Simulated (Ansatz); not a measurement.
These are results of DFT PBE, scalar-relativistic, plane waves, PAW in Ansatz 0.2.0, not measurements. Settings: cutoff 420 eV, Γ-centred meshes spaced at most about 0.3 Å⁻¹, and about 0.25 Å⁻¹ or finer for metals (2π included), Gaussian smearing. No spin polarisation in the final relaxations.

All energies are static (0 K, no zero-point motion).

Two relaxed structures of Sb:

A.

Space group P6_3/mmc (No. 194). a = 3.365 Å, b = 3.365 Å, c = 5.591 Å, α = 90.00°, β = 90.00°, γ = 120.00°
| atom | site | symmetry | x | y | z |
| --- | --- | --- | --- | --- | --- |
| Sb | 2d | -6m2 | 0.3333 | 0.6667 | 0.7500 |

B.

Space group Pm-3m (No. 221). a = 3.110 Å, b = 3.110 Å, c = 3.110 Å, α = 90.00°, β = 90.00°, γ = 90.00°
| atom | site | symmetry | x | y | z |
| --- | --- | --- | --- | --- | --- |
| Sb | 1b | m-3m | 0.5000 | 0.5000 | 0.5000 |

Task: Which form is favoured at zero pressure, and by what margin per atom?

Result: B is lower, by 230 meV/atom. A has the hcp type, space group P6_3/mmc (No. 194), 27.4 Å³/atom and no gap on its mesh; B has the simple cubic type, space group Pm-3m (No. 221), 30.1 Å³/atom and no gap. Counting all near atoms (those within 1.25 times the shortest such distance or 1.15 times the sum of covalent radii, 1.27 where that leaves under three; the shortest distance is added where it exceeds 1.18 times the sum of covalent radii), A has Sb 12 from 3.4 Å and B has Sb 6. The lower one is the more open, so pressure narrows the difference. In A, around Sb lie 12 Sb at 3.37–3.40 Å. In B, Sb is surrounded by 6 Sb at 3.11 Å. Both come from invented guesses. The part of the Crystallography Open Database at hand lists Sb in space groups No. 139, 166, 194, 221, 225 and others; sharing a group (P6_3/mmc and Pm-3m) doesn't make a cell the listed structure.

Spin–orbit coupling, which can matter for Sb, is left out. With atoms moved at random, Pm-3m came back. Other cells relaxed within their symmetry can be saddle points; a later kick test found a lower structure for Sb P6_3/mmc.
